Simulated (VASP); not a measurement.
## VASP 6.6.1 run: MgS

INCAR

```
LREAL = .FALSE.
IBRION = -1
ADDGRID = .TRUE.
SIGMA = 0.02
LWAVE = .FALSE.
NSW = 0
ISIF = 2
LCHARG = .FALSE.
NBANDS = 11
LASPH = .TRUE.
GGA = RE
PREC = Accurate
ENCUT = 520
ISMEAR = -1
NELM = 120
EDIFF = 1E-7
```

KPOINTS

```
KPOINTS created by Atomic Simulation Environment
0
Gamma
8 8 8
0 0 0
```

POSCAR

```
Mg S
 1.0000000000000000
    -0.0000000000000000    2.6015179370171326    2.6015179370171326
     2.6015179370171326    0.0000000000000000    2.6015179370171326
     2.6015179370171326    2.6015179370171326   -0.0000000000000000
 Mg  S
   1   1
Cartesian
 -0.0000000000000000 -0.0000000000000000  0.0000000000000000
  2.6015179370171331  2.6015179370171331  2.6015179370171331
```

The recommended PBE PAW datasets give the neutral cell 8 valence electrons.

Command

```
mpirun -np 1 vasp_std
```

OSZICAR

```
N       E                     dE             d eps       ncg     rms          rms(c)
DAV:   1     0.214002090698E+02    0.21400E+02   -0.35539E+03   678   0.590E+02
DAV:   2    -0.712417539362E+01   -0.28524E+02   -0.27200E+02   810   0.101E+02
DAV:   3    -0.840703730840E+01   -0.12829E+01   -0.12812E+01   774   0.224E+01
DAV:   4    -0.841439443884E+01   -0.73571E-02   -0.73568E-02   787   0.204E+00
DAV:   5    -0.841445548125E+01   -0.61042E-04   -0.61042E-04   789   0.174E-01    0.493E+00
DAV:   6    -0.805998033438E+01    0.35448E+00   -0.75132E-01   709   0.346E+00    0.389E+00
DAV:   7    -0.802301352781E+01    0.36967E-01   -0.23046E-01   784   0.212E+00    0.249E+00
DAV:   8    -0.802505957626E+01   -0.20460E-02   -0.17765E-02   704   0.830E-01    0.106E+00
DAV:   9    -0.802485787205E+01    0.20170E-03   -0.75267E-04   719   0.162E-01    0.391E-01
DAV:  10    -0.802489130141E+01   -0.33429E-04   -0.22825E-04   750   0.707E-02    0.361E-02
DAV:  11    -0.802489221594E+01   -0.91453E-06   -0.25525E-05   754   0.243E-02    0.310E-02
DAV:  12    -0.802489186412E+01    0.35182E-06   -0.20160E-06   831   0.769E-03    0.495E-03
DAV:  13    -0.802489180082E+01    0.63301E-07   -0.31025E-08   456   0.109E-03
   1 F= -.80248918E+01 E0= -.80248918E+01  d E =-.357142E-11
```

From OUTCAR

```
k-points           NKPTS =     29   k-points in BZ     NKDIM =     29   number of bands    NBANDS=     11

   NELECT =       8.0000    total number of electrons

   dimension x,y,z NGX =    28 NGY =   28 NGZ =   28
   dimension x,y,z NGXF=    56 NGYF=   56 NGZF=   56

  energy-cutoff  :      520.00
  volume of cell :       35.21
      direct lattice vectors                 reciprocal lattice vectors
     0.000000000  2.601517937  2.601517937    -0.192195484  0.192195484  0.192195484
     2.601517937  0.000000000  2.601517937     0.192195484 -0.192195484  0.192195484
     2.601517937  2.601517937  0.000000000     0.192195484  0.192195484 -0.192195484

 k-points in reciprocal lattice and weights: KPOINTS created by Atomic Simulation Env
   0.00000000  0.00000000  0.00000000       0.002
   0.12500000  0.00000000  0.00000000       0.016
   0.25000000  0.00000000  0.00000000       0.016
   0.37500000  0.00000000  0.00000000       0.016
   0.50000000  0.00000000  0.00000000       0.008
   0.12500000  0.12500000  0.00000000       0.012
   0.25000000  0.12500000  0.00000000       0.047
   0.37500000  0.12500000  0.00000000       0.047
   ...

 E-fermi :   4.2216

 k-point     1 :       0.0000    0.0000    0.0000
  band No.  band energies     occupation
      1      -8.8585      2.00000
      2       3.7984      2.00000
      3       3.7984      2.00000
      4       3.7984      2.00000
      5       7.6347      0.00000
      6      11.7819      0.00000
      7      11.7819      0.00000
      8      11.7819      0.00000
      9      14.1626      0.00000
     10      14.1626      0.00000
     11      16.4020      0.00000

 k-point     2 :       0.1250    0.0000    0.0000
  band No.  band energies     occupation
      1      -8.7081      2.00000
      2       2.7670      2.00000
      3       3.6976      2.00000
      4       3.6976      2.00000
      5       8.4217      0.00000
      6      11.4732      0.00000
      7      12.0310      0.00000
      8      12.0310      0.00000
      9      13.5529      0.00000
     10      13.5529      0.00000
     11      16.6310      0.00000

 k-point     3 :       0.2500    0.0000    0.0000
  band No.  band energies     occupation
      1      -8.3016      2.00000
      2       1.0189      2.00000
      3       3.4776      2.00000
      4       3.4776      2.00000
      5       8.8432      0.00000
      6      11.6680      0.00000
      7      11.6680      0.00000
      8      12.1731      0.00000
      9      14.1238      0.00000
     10      14.1238      0.00000
     11      15.8268      0.00000

 k-point     4 :       0.3750    0.0000    0.0000
  band No.  band energies     occupation
      1      -7.8063      2.00000
      2      -0.4189      2.00000
      3       3.2836      2.00000
      4       3.2836      2.00000
      5       8.5564      0.00000
      6      11.0100      0.00000
      7      11.0100      0.00000
      8      13.6888      0.00000
      9      15.4958      0.00000
     10      16.0748      0.00000
     11      16.0748      0.00000

 k-point     5 :       0.5000    0.0000    0.0000
  band No.  band energies     occupation
      1      -7.5609      2.00000
      2      -0.9951      2.00000
      3       3.2094      2.00000
      4       3.2094      2.00000
      5       8.4142      0.00000
      6      10.7653      0.00000
      7      10.7653      0.00000
      8      14.0713      0.00000
      9      16.0386      0.00000
     10      18.1620      0.00000
     11      18.1620      0.00000

 ...

  Total        0.5561009      0.5561009      0.5561009      0.0000000      0.0000000      0.0000000
  in kB       25.3019344     25.3019344     25.3019344      0.0000000      0.0000000      0.0000000
  external PRESSURE =      25.3019344 kB  Pullay stress =       0.0000000 kB

 POSITION                                       TOTAL-FORCE (eV/Angst)
 -----------------------------------------------------------------------------------
      0.00000      0.00000      0.00000         0.000000     -0.000000     -0.000000
      2.60152      2.60152      2.60152        -0.000000      0.000000      0.000000
 -----------------------------------------------------------------------------------
    total drift:                                0.000000      0.000000      0.000000

  FREE ENERGIE OF THE ION-ELECTRON SYSTEM (eV)
  ---------------------------------------------------
  free  energy   TOTEN  =        -8.0248918008 eV

  energy  without entropy=       -8.0248918008  energy(sigma->0) =       -8.02489180
```

It converged. Results: gap between bands v and c on the k mesh 2.89 eV; least direct gap on the k mesh 3.84 eV; pressure 2.5 GPa. Band v is the last that the valence electrons fill when counted band by band, and c is the next.

For comparison, a separate PBE run of the intended cell, on usual settings and not on those above, gives a gap of 2.78 eV on its mesh and a pressure of 0.9 GPa.

The run above took about 17 s on one core of a shared host (Intel Xeon Platinum 8488C) and held 0.24 GiB at most.
